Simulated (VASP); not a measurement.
# InAs (F-43m) in VASP: notebook

Runs on InAs. Level: PBE. Tasks: single point, relaxation of cell and atoms.

All numbers are computed with VASP 6.6.1; they aren't measurements. Logs are shortened: lines on timing, memory, paths and dates and some standing lists are left out, and cuts for length are marked.

**The experiment to reproduce.**

From a printed reference work, data compilation, for a bulk crystal of InAs at 4.2 K: band gap 0.418 eV (direct).

How close the calculation comes is told below.

**1. The cell of the first run**

The structure is cubic, space group F-43m (No. 216). The conventional cell has a = 6.187 Å, b = 6.187 Å, c = 6.187 Å, α = 90.00°, β = 90.00°, γ = 90.00°. In (site symmetry -43m) has 4 As at 2.68 Å within 3.5 Å. As (site symmetry -43m) has 4 In at 2.68 Å within 3.5 Å.

**2. Single point, PBE**

File INCAR:

```
ALGO = Normal ; EDIFF = 1E-7
ENCUT = 520 ; GGA = PE
ISIF = 2 ; ISMEAR = 0
LASPH = True ; LCHARG = False
LREAL = False ; LWAVE = False
NBANDS = 16 ; NELM = 100
PREC = Accurate ; SIGMA = 0.1
```

File KPOINTS:

```
k-points
0
Gamma
  12 12 12
```

File POSCAR:

```
InAs
1.0
    0.0000000000      3.0934008791      3.0934008791
    3.0934008791      0.0000000000      3.0934008791
    3.0934008791      3.0934008791      0.0000000000
In As
1 1
Direct
    0.0000000000      0.0000000000      0.0000000000
    0.7500000000      0.7500000000      0.7500000000
```

Potentials or basis: VASP PAW PBE potentials, release 64 (In_d, As).

Launch:

```sh
$ cat potpaw_PBE.64/In_d/POTCAR potpaw_PBE.64/As/POTCAR > POTCAR
$ mpirun -np 1 vasp_std > vasp.out
```

OUTCAR:

```text
EDIFF = 1E-7
   ENCUT = 520
   GGA = PE
   ISIF = 2
   ISMEAR = 0
   LASPH = True
   LREAL = False
   NELM = 100
   PREC = Accurate

 ion  position               nearest neighbor table
   1  0.000  0.000  0.000-   2 2.68   2 2.68   2 2.68   2 2.68
   2  0.750  0.750  0.750-   1 2.68   1 2.68   1 2.68   1 2.68

  LATTYP: Found a face centered cubic cell.
 ALAT       =     6.1868017582

  Lattice vectors:

 A1 = (   0.0000000000,   3.0934008791,   3.0934008791)
 A2 = (   3.0934008791,   0.0000000000,   3.0934008791)
 A3 = (   3.0934008791,   3.0934008791,   0.0000000000)

Analysis of symmetry for initial positions (statically):
=====================================================================
 Subroutine PRICEL returns:
 Original cell was already a primitive cell.

 Routine SETGRP: Setting up the symmetry group for a
 face centered cubic supercell.

 Subroutine GETGRP returns: Found 24 space group operations
 (whereof 24 operations were pure point group operations)
 out of a pool of 48 trial point group operations.

The static configuration has the point symmetry T_d .

Analysis of symmetry for dynamics (positions and initial velocities):
=====================================================================
 Subroutine PRICEL returns:
 Original cell was already a primitive cell.

 Routine SETGRP: Setting up the symmetry group for a
 face centered cubic supercell.

 Subroutine GETGRP returns: Found 24 space group operations
 (whereof 24 operations were pure point group operations)
 out of a pool of 48 trial point group operations.

The dynamic configuration has the point symmetry T_d .

 Subroutine INISYM returns: Found 24 space group operations
 (whereof 24 operations are pure point group operations),
 and found     1 'primitive' translations

----------------------------------------------------------------------------------------

                                     Primitive cell

  volume of cell :      59.2023

  direct lattice vectors                    reciprocal lattice vectors
     0.000000000  3.093400879  3.093400879    -0.161634402  0.161634402  0.161634402
     3.093400879  0.000000000  3.093400879     0.161634402 -0.161634402  0.161634402
     3.093400879  3.093400879  0.000000000     0.161634402  0.161634402 -0.161634402

  length of vectors
     4.374729477  4.374729477  4.374729477     0.279958996  0.279958996  0.279958996

  position of ions in fractional coordinates (direct lattice)
     0.000000000  0.000000000  0.000000000
     0.750000000  0.750000000  0.750000000

  ion indices of the primitive-cell ions
   primitive index   ion index
                 1           1
                 2           2

----------------------------------------------------------------------------------------

 KPOINTS: k-points

Automatic generation of k-mesh.
 Grid dimensions read from file:
 generate k-points for:   12   12   12

 Generating k-lattice:

  Cartesian coordinates                     Fractional coordinates (reciprocal lattice)
    -0.013469533  0.013469533  0.013469533     0.083333333  0.000000000  0.000000000
     0.013469533 -0.013469533  0.013469533     0.000000000  0.083333333  0.000000000
     0.013469533  0.013469533 -0.013469533     0.000000000  0.000000000  0.083333333

  Length of vectors
     0.023329916  0.023329916  0.023329916

  Shift w.r.t. Gamma in fractional coordinates (k-lattice)
     0.000000000  0.000000000  0.000000000

 Subroutine IBZKPT returns following result:
 ===========================================

 Found     72 irreducible k-points:

 Following reciprocal coordinates:
            Coordinates               Weight
  0.000000  0.000000  0.000000      1.000000
  0.083333  0.000000  0.000000      8.000000
  0.166667  0.000000  0.000000      8.000000
  0.250000  0.000000  0.000000      8.000000
  0.333333  0.000000  0.000000      8.000000
  0.416667  0.000000  0.000000      8.000000
[... 16 lines left out ...]
  0.500000  0.166667  0.000000     24.000000
 -0.416667  0.166667  0.000000     24.000000
 [... further k-points ...]
   k-points           NKPTS =     72   k-points in BZ     NKDIM =     72   number of bands    NBANDS=     16
   number of dos      NEDOS =    301   number of ions     NIONS =      2
   total plane-waves  NPLWV =  46656
   dimension x,y,z NGX =    36 NGY =   36 NGZ =   36
   dimension x,y,z NGXF=    72 NGYF=   72 NGZF=   72
   ions per type =               1   1
   NGX,Y,Z   is equivalent  to a cutoff of  13.68, 13.68, 13.68 a.u.
   NGXF,Y,Z  is equivalent  to a cutoff of  27.36, 27.36, 27.36 a.u.
 SYSTEM =  unknown system
   PREC   = accura    normal or accurate (medium, high low for compatibility)
   ISTART =      0    job   : 0-new  1-cont  2-samecut
   ICHARG =      2    charge: 1-file 2-atom 10-const
   ISPIN  =      1    spin polarized calculation?
   LNONCOLLINEAR =      F non collinear calculations
   LSORBIT =      F    spin-orbit coupling
   LASPH  =      T    aspherical Exc in radial PAW
   ENCUT  =  520.0 eV  38.22 Ry    6.18 a.u.   8.13  8.13  8.13*2*pi/ulx,y,z
   NELM   =    100;   NELMIN=  2; NELMDL= -5     # of ELM steps
   EDIFF  = 0.1E-06   stopping-criterion for ELM
   LREAL  =      F    real-space projection
   EDIFFG = 0.1E-05   stopping-criterion for IOM
   NSW    =      0    number of steps for IOM
   IBRION =     -1    ionic relax: 0-MD 1-quasi-New 2-CG
   NFREE  =      0    steps in history (QN), initial steepest desc. (CG)
   ISIF   =      2    stress and relaxation
   ISYM   =      2    0-nonsym 1-usesym 2-fastsym
   POTIM  = 0.5000    time-step for ionic-motion
   TEBEG  =    0.0;   TEEND  =   0.0 temperature during run
   PSTRESS=    0.0 pullay stress
   NELECT =      18.0000    total number of electrons
   NUPDOWN=      -1.0000    fix difference up-down
   EMIN   =  10.00;   EMAX   =-10.00  energy-range for DOS
   EFERMI =   0.00;   METHOD = LEGACY
   ISMEAR =     0;   SIGMA  =   0.10  broadening in eV -4-tet -1-fermi 0-gaus
   EFERMI_NEDOS =   21; number of points for ismear=-14 and -15
   IALGO  =     38    algorithm
   IMIX   =      4    mixing-type and parameters
     AMIX     =   0.40;   BMIX     =  1.00
     AMIX_MAG =   1.60;   BMIX_MAG =  1.00
  volume/ion in A,a.u.               =      29.60       199.76
  Fermi-wavevector in a.u.,A,eV,Ry     =   1.100828  2.080263 16.487843  1.211822
  Thomas-Fermi vector in A             =   2.237245
   LORBIT       =      0    0 simple, 1 ext, 2 COOP (PROOUT), +10 PAW based schemes
   GGA     = PE    functional components
   LHFCALC =     F    Hartree Fock is set to
   AEXX    =    0.0000 exact exchange contribution
   IVDW    =     0    specifies the selected vdW correction
   LEPSILON=     F    determine dielectric tensor
   LRPA    =     F    only Hartree local field effects (RPA)
 non-spin polarized calculation
 Gauss-broadening in eV      SIGMA  =   0.10
  energy-cutoff  :      520.00
  volume of cell :       59.20
 maximum number of plane-waves:      1639
 NGX is ok and might be reduce to    36
   NGX = 17   NGY = 17   NGZ = 17

 number of electron      17.9999997 magnetization

 Free energy of the ion-electron system (eV)
  ---------------------------------------------------
  ext. energy  EPLUGINS =         0.00000000
  ---------------------------------------------------
  free energy    TOTEN  =        -7.71973847 eV

  energy without entropy =       -7.71957998  energy(sigma->0) =       -7.71965923

 E-fermi :   3.9047     XC(G=0):  -8.7956

 val. band max:        3.8394980853   @ k =   0.0000   0.0000   0.0000
 cond. band min:       4.4639650213   @ k =   0.0833   0.0000   0.0000
 fundamental gap:      0.6244669361
 Fermi energy:         3.9046677357

 k-point     1 :       0.0000    0.0000    0.0000
  band No.  band energies     occupation
      1     -10.4274      2.00000
      2     -10.4274      2.00000
      3     -10.4274      2.00000
      4     -10.3276      2.00000
      5     -10.3276      2.00000
      6      -7.6012      2.00000
[... 8 lines left out ...]
     15      13.3441      0.00000
     16      13.3441      0.00000

 k-point     2 :       0.0833    0.0000    0.0000
  band No.  band energies     occupation
      1     -10.4341      2.00000
      2     -10.4252      2.00000
      3     -10.4252      2.00000
      4     -10.3276      2.00000
      5     -10.3276      2.00000
      6      -7.5373      2.00000
[... 8 lines left out ...]
     15      12.8243      0.00000
     16      12.8243      0.00000

 k-point     3 :       0.1667    0.0000    0.0000
  band No.  band energies     occupation
      1     -10.4520      2.00000
      2     -10.4197      2.00000
      3     -10.4197      2.00000
      4     -10.3275      2.00000
      5     -10.3275      2.00000
      6      -7.3530      2.00000
[... 8 lines left out ...]
     15      12.3482      0.00000
     16      12.3482      0.00000

 k-point     4 :       0.2500    0.0000    0.0000
  band No.  band energies     occupation
      1     -10.4756      2.00000
      2     -10.4129      2.00000
      3     -10.4129      2.00000
      4     -10.3265      2.00000
      5     -10.3265      2.00000
      6      -7.0719      2.00000
[... 8 lines left out ...]
     15      12.3033      0.00000
     16      12.3033      0.00000

 k-point     5 :       0.3333    0.0000    0.0000
  band No.  band energies     occupation
      1     -10.4982      2.00000
      2     -10.4071      2.00000
      3     -10.4071      2.00000
      4     -10.3245      2.00000
      5     -10.3245      2.00000
      6      -6.7425      2.00000
[... 8 lines left out ...]
     15      12.7716      0.00000
     16      12.7716      0.00000

 k-point     6 :       0.4167    0.0000    0.0000
  band No.  band energies     occupation
      1     -10.5142      2.00000
      2     -10.4036      2.00000
      3     -10.4036      2.00000
      4     -10.3222      2.00000
      5     -10.3222      2.00000
      6      -6.4544      2.00000
[... 8 lines left out ...]
     15      13.6319      0.00000
     16      13.6319      0.00000

 k-point     7 :       0.5000    0.0000    0.0000
  band No.  band energies     occupation
      1     -10.5200      2.00000
      2     -10.4025      2.00000
      3     -10.4025      2.00000
      4     -10.3212      2.00000
      5     -10.3212      2.00000
      6      -6.3342      2.00000
[... 8 lines left out ...]
     15      14.3366      0.00000
     16      14.3366      0.00000

 k-point     8 :       0.0833    0.0833    0.0000
  band No.  band energies     occupation
      1     -10.4387      2.00000
      2     -10.4232      2.00000
      3     -10.4232      2.00000
      4     -10.3291      2.00000
      5     -10.3264      2.00000
      6      -7.5161      2.00000
[... 8 lines left out ...]
     15      12.1763      0.00000
     16      13.4188      0.00000

 k-point     9 :       0.1667    0.0833    0.0000
  band No.  band energies     occupation
      1     -10.4535      2.00000
      2     -10.4187      2.00000
      3     -10.4177      2.00000
      4     -10.3304      2.00000
      5     -10.3252      2.00000
      6      -7.3719      2.00000
[... 8 lines left out ...]
     15      12.4101      0.00000
     16      13.1005      0.00000
[... 172 lines left out ...]
 k-point    19 :       0.1667    0.1667    0.0000
  band No.  band energies     occupation
      1     -10.4678      2.00000
      2     -10.4119      2.00000
      3     -10.4119      2.00000
      4     -10.3336      2.00000
      5     -10.3231      2.00000
      6      -7.2706      2.00000
[... 8 lines left out ...]
     15      12.9525      0.00000
     16      13.6406      0.00000

 k-point    20 :       0.2500    0.1667    0.0000
  band No.  band energies     occupation
      1     -10.4864      2.00000
      2     -10.4055      2.00000
      3     -10.4044      2.00000
      4     -10.3360      2.00000
      5     -10.3211      2.00000
      6      -7.0609      2.00000
[... 8 lines left out ...]
     15      13.5982      0.00000
     16      13.6383      0.00000

 k-point    21 :       0.3333    0.1667    0.0000
  band No.  band energies     occupation
      1     -10.5049      2.00000
      2     -10.4008      2.00000
      3     -10.3977      2.00000
      4     -10.3364      2.00000
      5     -10.3193      2.00000
      6      -6.7729      2.00000
[... 8 lines left out ...]
     15      13.7002      0.00000
     16      13.7882      0.00000

 k-point    22 :       0.4167    0.1667    0.0000
  band No.  band energies     occupation
      1     -10.5197      2.00000
      2     -10.3981      2.00000
      3     -10.3934      2.00000
      4     -10.3343      2.00000
      5     -10.3184      2.00000
      6      -6.4655      2.00000
[... 8 lines left out ...]
     15      13.7181      0.00000
     16      14.3787      0.00000

 k-point    23 :       0.5000    0.1667    0.0000
  band No.  band energies     occupation
      1     -10.5278      2.00000
      2     -10.3971      2.00000
      3     -10.3919      2.00000
      4     -10.3305      2.00000
      5     -10.3194      2.00000
      6      -6.2385      2.00000
[... 8 lines left out ...]
     15      13.9760      0.00000
     16      14.4416      0.00000

 k-point    24 :      -0.4167    0.1667    0.0000
  band No.  band energies     occupation
      1     -10.5275      2.00000
      2     -10.3975      2.00000
      3     -10.3931      2.00000
      4     -10.3267      2.00000
      5     -10.3226      2.00000
      6      -6.2038      2.00000
[... 8 lines left out ...]
     15      13.3363      0.00000
     16      13.7570      0.00000

 [... further k-points ...]

------------------------ aborting loop because EDIFF is reached ----------------------------------------

  FORCE on cell =-STRESS in cart. coord.  units (eV):
  Direction    XX          YY          ZZ          XY          YZ          ZX
  --------------------------------------------------------------------------------------
  -------------------------------------------------------------------------------------
  Total        0.0136128      0.0136128      0.0136128      0.0000000      0.0000000     -0.0000000
  in kB        0.3684011      0.3684011      0.3684011      0.0000000      0.0000000     -0.0000000
  external PRESSURE =       0.3684011 kB  Pullay stress =       0.0000000 kB

 VOLUME and BASIS-vectors are now :
 -----------------------------------------------------------------------------
  energy-cutoff  :      520.00
  volume of cell :       59.20
      direct lattice vectors                 reciprocal lattice vectors
     0.000000000  3.093400879  3.093400879    -0.161634402  0.161634402  0.161634402
     3.093400879  0.000000000  3.093400879     0.161634402 -0.161634402  0.161634402
     3.093400879  3.093400879  0.000000000     0.161634402  0.161634402 -0.161634402

 POSITION                                       TOTAL-FORCE (eV/Angst)
 -----------------------------------------------------------------------------------
      0.00000      0.00000      0.00000        -0.000000     -0.000000     -0.000000
      4.64010      4.64010      4.64010         0.000000      0.000000      0.000000
 -----------------------------------------------------------------------------------
    total drift:                                0.000000      0.000000      0.000000

  FREE ENERGIE OF THE ION-ELECTRON SYSTEM (eV)
  ---------------------------------------------------
  free  energy   TOTEN  =        -7.7197384733 eV

  energy  without entropy=       -7.7195799780  energy(sigma->0) =       -7.71965923
```

It took 2.3 min on 1 thread of Intel Xeon 8259CL, shared host; peak memory 0.24 GiB.

Results:

```
Free energy            : -7.7197 eV
Pressure               : 0.0 GPa
Band gap on the k mesh : zero (filled and empty bands touch)
```

Caveat: semilocal functionals underestimate gaps, so a narrow gap can read as zero; spin-orbit coupling is left out, which moves the levels of the heavy elements.

**3. Relaxation of cell and atoms, PBE**

This run uses another cell than the first one, of 27.65 Å³/atom.

File INCAR:

```
SYSTEM = InAs
ALGO     = Normal         ! electronic algorithm
EDIFF    = 1E-7           ! SCF threshold, eV
EDIFFG   = -0.005         ! ionic threshold
ENCUT    = 600            ! plane-wave cutoff, eV
GGA      = PE             ! functional
IBRION   = 2              ! ionic algorithm
ISIF     = 3              ! what is computed and relaxed
ISMEAR   = 0              ! smearing method
LASPH    = .TRUE.         ! aspherical terms in the spheres
LCHARG   = .FALSE.        ! write CHGCAR
LREAL    = .FALSE.        ! projectors in reciprocal space
LWAVE    = .FALSE.        ! write WAVECAR
NELM     = 100            ! most SCF steps
NSW      = 100            ! ionic steps
PREC     = Accurate       ! precision mode
SIGMA    = 0.1            ! smearing width, eV
```

File KPOINTS:

```
k-points
0
G
  12 12 12
  0 0 0
```

File POSCAR:

```
InAs
1.0
    0.0000000000      3.0240000000      3.0240000000
    3.0240000000      0.0000000000      3.0240000000
    3.0240000000      3.0240000000      0.0000000000
In As
1 1
Direct
    0.0000000000      0.0000000000      0.0000000000
    0.7500000000      0.7500000000      0.7500000000
```

Potentials or basis: VASP PAW PBE potentials, release 64 (In_d, As).

Launch:

```sh
$ cat potpaw_PBE.64/In_d/POTCAR potpaw_PBE.64/As/POTCAR > POTCAR
$ mpirun -np 1 vasp_std > vasp.out
```

Wall time 4.6 min (1 thread of Intel Xeon 8259CL, shared host); peak memory 0.27 GiB.

Results (log left out):

```yaml
Free_energy: -7.7194 eV
Relaxed_volume: 29.62 Å³/atom
Relaxed_cell: a = 4.376 Å, b = 4.376 Å, c = 4.376 Å, α = 60.00°, β = 60.00°, γ = 60.00°
Space_group_after_relaxing_to_0.1_Å: F-43m (No. 216)
Energy_gained_by_relaxing: 22.8 meV/atom
Ionic_steps: 3
Pressure_after_relaxing: 0.0 GPa
Band_gap_on_the_k_mesh: zero (filled and empty bands touch)
```

Step by step:
```
step  energy change (eV)  largest force (eV/Å)  pressure (GPa)  volume (Å³)
   1              0.0000                0.0000            3.96        55.31
   2             -0.0386                0.0000           -1.29        60.96
   3             -0.0457                0.0000            0.01        59.25
```

Final structure:
```
In As
1.0
     0.00000    3.09415    3.09415
     3.09415    0.00000    3.09415
     3.09415    3.09415    0.00000
In As
1 1
Direct
  0.00000 0.00000 0.00000
  0.75000 0.75000 0.75000
```

Levels at points of the mesh, in eV from the Fermi level:
| k point | band 7 | band 8 | band 9 | band 10 | band 11 | band 12 |
| --- | --- | --- | --- | --- | --- | --- |
| (0.00, 0.00, 0.00) | -0.61 | -0.07 | -0.07 | -0.07 | 3.81 | 3.81 |
| (0.50, 0.00, 0.00) | -5.49 | -0.96 | -0.96 | 0.74 | 4.57 | 4.57 |
| (0.50, 0.50, 0.00) | -5.62 | -2.16 | -2.16 | 1.59 | 1.98 | 8.69 |

Caveat: semilocal functionals underestimate gaps, so a narrow gap can read as zero; spin-orbit coupling is left out, which moves the levels of the heavy elements.

**4. How close it comes**

Step 2. A measured gap of InAs is 0.418 eV (direct; 4.2 K; a printed reference work, data compilation); the calculated 0.00 eV misses it by -0.42 eV. Spin-orbit coupling on As, In is left out. The value is that of PBE on a finite k mesh, which can miss the band edges, without temperature or zero-point motion. Semilocal functionals fall short of measured gaps as a rule.
